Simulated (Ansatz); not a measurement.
# Al4As5: the cost of one run

Computed with Ansatz 0.2.0 (DFT PBEsol, scalar-relativistic, plane waves, PAW, unless a step's input says otherwise).

### Step 1. Starting point

Symmetry: P-4m2, No. 115, tetragonal system. Conventional cell: a = 4.003 Å, b = 4.003 Å, c = 29.322 Å, α = 90.00°, β = 90.00°, γ = 90.00°. As (site symmetry 2mm) has 2 Al at 2.45 Å as nearest neighbours. Al (site symmetry 2mm) is surrounded by 4 As at 2.45 Å. As (site symmetry 2mm) has 4 Al at 2.45 Å as nearest neighbours. As (site symmetry -4m2) has 4 Al at 2.45 Å as nearest neighbours.

As a file:

```
CELL_PARAMETERS angstrom
4.00279 0.00000 0.00000
0.00000 4.00279 0.00000
0.00000 0.00000 29.32160
ATOMIC_POSITIONS crystal
As 0.00000 0.50000 0.30694
Al 0.50000 0.50000 0.35521
As 0.50000 0.00000 0.40347
Al 0.00000 0.00000 0.45174
As 0.00000 0.50000 0.50000
Al 0.50000 0.50000 0.54826
As 0.50000 0.00000 0.59653
Al 0.00000 0.00000 0.64479
As 0.00000 0.50000 0.69306
```

Slab cut from the bulk at the bulk's listed lattice constants, lower half held.

### Step 2. Relaxing the atoms

Contents of input.yaml:

```yaml
crystal:
  lattice:
    - [4.00279007, 0.0, 0.0]
    - [0.0, 4.00279007, 0.0]
    - [0.0, 0.0, 29.3215998945]
  atoms:
    - { symbol: As, position: [0.0, 0.5, 0.3069409593] }
    - { symbol: Al, position: [0.5, 0.5, 0.3552057195] }
    - { symbol: As, position: [0.5, 0.0, 0.4034704797] }
    - { symbol: Al, position: [0.0, 0.0, 0.4517352398] }
    - { symbol: As, position: [0.0, 0.5, 0.5] }
    - { symbol: Al, position: [0.5, 0.5, 0.5482647602] }
    - { symbol: As, position: [0.5, 0.0, 0.5965295203] }
    - { symbol: Al, position: [0.0, 0.0, 0.6447942805] }
    - { symbol: As, position: [0.0, 0.5, 0.6930590407] }
basis:
  ecutwfc: 420.0
  fft_grid_basis: typed
kpoints:
  mp_grid: { grid: [7, 7, 1] }
hamiltonian:
  xc: pbesol
scf:
  occupations: { method: gaussian, width: 0.05 }
output:
  forces: true
  eigenvalues: true
efield:
  axis: 3
  dipole_correction: true
  ramp_width: 0.04
relax:
  adjacent_minimum: "off"
  f_tol: 0.04
  max_steps: 40
  constraints: [{ sites: [0, 1, 2, 3] }]
```

Command:

```
> ansatz run input.yaml --threads 1 --pin off --max-ram 2211MiB --backend cpu --events-out ev --progress --plain --runs-dir out
```

What time and memory should one allow on 1 thread of Arm Neoverse V2, shared host?

About 2.1 min, with a peak of 0.67 GiB.
